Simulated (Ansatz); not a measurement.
# BaTe (Pm-3m), trigonal deformation path

Theory: DFT PBE, scalar-relativistic, plane waves, PAW in Ansatz 0.2.0. Settings: plane waves to 420 eV, k-mesh 8×8×8 (Γ-centred), Gaussian smearing 0.05 eV. Spin–orbit coupling is left out, which matters for the heavy elements here. No spin polarisation. Energies are free energies at this smearing, counted from the undisturbed cell; pressure is positive in compression.

Reference structure (as given, not relaxed at this level; it stands at -0.4 GPa; this CsCl-type form isn't the usual structure):

```
CELL_PARAMETERS angstrom
4.26247 0.00000 0.00000
0.00000 4.26247 0.00000
0.00000 0.00000 4.26247
ATOMIC_POSITIONS crystal
Ba 0.00000 0.00000 0.00000
Te 0.50000 0.50000 0.50000
```

At fixed volume and fractional coordinates, lengths along (0.577, 0.577, 0.577) are scaled against those across it; ρ is that ratio over its starting value. At ρ = 2.000 the cell becomes cubic (Fm-3m), and there the slope of the energy vanishes by symmetry.

```tsv
ρ	ΔE (meV/atom)	gap on the mesh (eV)
0.500	5033.3	0.00
0.600	2132.6	0.00
0.710	602.3	0.57
0.850	64.1	1.02
0.930	8.0	0.92
1.000	0.0	0.89
1.080	3.6	0.93
1.200	8.7	1.09
1.410	-7.7	0.92
1.700	-62.3	1.03
2.000	-91.2	1.37
```

Where the gap reads zero the k-mesh, chosen for the insulator, is on the coarse side.